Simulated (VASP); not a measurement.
# Si: single point with PBE

Si:

```
Si
1.0
     2.62054    0.00000    0.00000
    -1.31027    2.26946    0.00000
     0.00000    0.00000    2.46635
Si
1
Direct
  0.00000 0.00000 0.00000
```

This isn't the form of Si at room conditions, which is diamond.

```
Program                : VASP 6.6.1
Task                   : single point
Functional             : PBE
Potentials or basis    : VASP PAW PBE potentials, release 64 (Si)
Cutoff                 : 520 eV
k mesh                 : 12 × 12 × 11
Occupations            : fermi-dirac, width 0.05 eV
Spin                   : no spin polarisation
Further INCAR settings : ALGO = Normal; EDIFF = 1e-07; NBANDS = 8
```

```json
{
  "Pressure": "3.0 GPa",
  "Band gap on the k mesh": "none (metal or under the smearing width)"
}
```

Stress tensor (GPa, compression positive):
```
1.59 0.00 0.00
0.00 1.59 0.00
0.00 0.00 5.92
```

Levels at points of the mesh, in eV from the Fermi level:
```
           k point  band 1  band 2  band 3  band 4  band 5  band 6
(0.00, 0.00, 0.00)  -14.11    7.53    8.04   10.41   10.41   12.31
(0.50, 0.00, 0.00)   -7.60   -6.78    5.19    6.55   12.93   15.20
```

Run time: 4.1 s on 1 thread of Intel(R) Xeon(R) 6975P-C (Granite Rapids), with other jobs on the host, peak memory 0.12 GiB.
